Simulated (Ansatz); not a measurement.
# two structures of PbO2: a comparison of enthalpies under pressure

With Ansatz 0.2.0, Python API.

The cells in order, each with its output:

**Cell 1**
```python
from dataclasses import dataclass
import warnings

import ansatz as az
import numpy as np
```

**Cell 2**
```python
@dataclass
class RunConfig:
    tolerance: float = 1e-09
    xc: str = "pbe"
    cutoff_ev: int = 510
    k_spacing: float = 0.3
    smearing: str = "fermi_dirac"
    width_ev: float = 0.02
```

**Cell 3**
```python
opts = RunConfig()


def alb2(A, B, a):
    return (
        az.Lattice.from_parameters(a, a, 1.1 * a, alpha=90, beta=90, gamma=120)
        .space_group(191)
        .atom(A, [0, 0, 0])
        .atom(B, [1 / 3, 2 / 3, 0.5])
    )
```

**Cell 4**
```python
def cdi2(a_site, b_site, a):
    return (
        az.Lattice.from_parameters(a, a, 1.6 * a, alpha=90, beta=90, gamma=120)
        .space_group(164)
        .atom(a_site, [0, 0, 0])
        .atom(b_site, [1 / 3, 2 / 3, 0.25])
    )


def ground_state(name, crystal, pressure=0.0):
    calc = (
        crystal.calculation()
        .scf(tolerance=opts.tolerance)
        .functional(opts.xc)
        .basis(opts.cutoff_ev)
        .kpoints(spacing=opts.k_spacing)
        .occupations(opts.smearing, width=opts.width_ev)
    )
    calc = calc.relax(force_tolerance=0.01, max_steps=60, cell=True, pressure=pressure)
    return calc.run(threads=1)
```

**Cell 5**
```python
def volume_per_atom(outcome):
    return abs(np.linalg.det(outcome.lattice.cell_ang)) / len(outcome.lattice.sites)
```

**Cell 6**
```python
warnings.simplefilter("ignore", az.DeckWarning)
```

**Cell 7**
```python
phases = {}
phases["AlB2"] = alb2("Pb", "O", 3.24)
phases["CdI2"] = cdi2("Pb", "O", 3.04)
```

**Cell 8**
```python
# enthalpy per atom at each pressure
pressures = [0, 20, 40, 60]
enthalpy, volume = {name: [] for name in phases}, {name: [] for name in phases}
for p in pressures:
    for name, crystal in phases.items():
        o = ground_state(name, crystal, pressure=p)
        volume[name].append(volume_per_atom(o))
        enthalpy[name].append(o.report["energy_sigma0_ev"] / len(o.lattice.sites) + p * volume[name][-1] / 160.21766)
gap = np.array(enthalpy["CdI2"]) - np.array(enthalpy["AlB2"])
rows = [(p, va, vb, 1000 * d) for p, va, vb, d in zip(pressures, volume["AlB2"], volume["CdI2"], gap)]
print("| P (GPa) | V AlB2 (A^3/atom) | V CdI2 (A^3/atom) | H(CdI2) - H(AlB2) (meV/atom) |")
print("| --- | --- | --- | --- |")
for row in rows:
    print(f"| {row[0]:d} | {row[1]:.3f} | {row[2]:.3f} | {row[3]:+.1f} |")
crossings = [p0 - g0 * (p1 - p0) / (g1 - g0) for p0, p1, g0, g1 in zip(pressures, pressures[1:], gap, gap[1:]) if g0 * g1 < 0]
print("crossing near", [round(float(p), 1) for p in crossings], "GPa") if crossings else print("no crossing in this range")
```
Output:
```text
| P (GPa) | V AlB2 (A^3/atom) | V CdI2 (A^3/atom) | H(CdI2) - H(AlB2) (meV/atom) |
| --- | --- | --- | --- |
| 0 | 14.135 | 18.002 | -786.6 |
| 20 | 12.015 | 12.088 | -708.9 |
| 40 | 10.973 | 10.850 | -714.7 |
| 60 | 10.198 | 10.074 | -731.3 |
no crossing in this range
```

Reading the output:
- At a fixed pressure a relaxation lowers the enthalpy F + PV, while F alone can rise.
- For the metals among these phases the mesh is modest: differences between phases can be off by up to 40 meV an atom.
- The program warned that this SCF threshold is loose for forces or stresses.
- Spin-orbit coupling, which matters for elements this heavy, is left out.
- Only these two structures are compared, at zero temperature and with their symmetry kept; either may be hypothetical, and another phase may be lower than both. Differences under about 40 meV an atom lie within the error of mesh and functional.
- The cells are prototypes set up for this calculation and needn't exist.
- The script silences the warnings on its input, which a real study should read.
- It ran for 5.1 min on 1 thread of Arm Neoverse N1, on a shared host, peak memory 0.44 GiB.
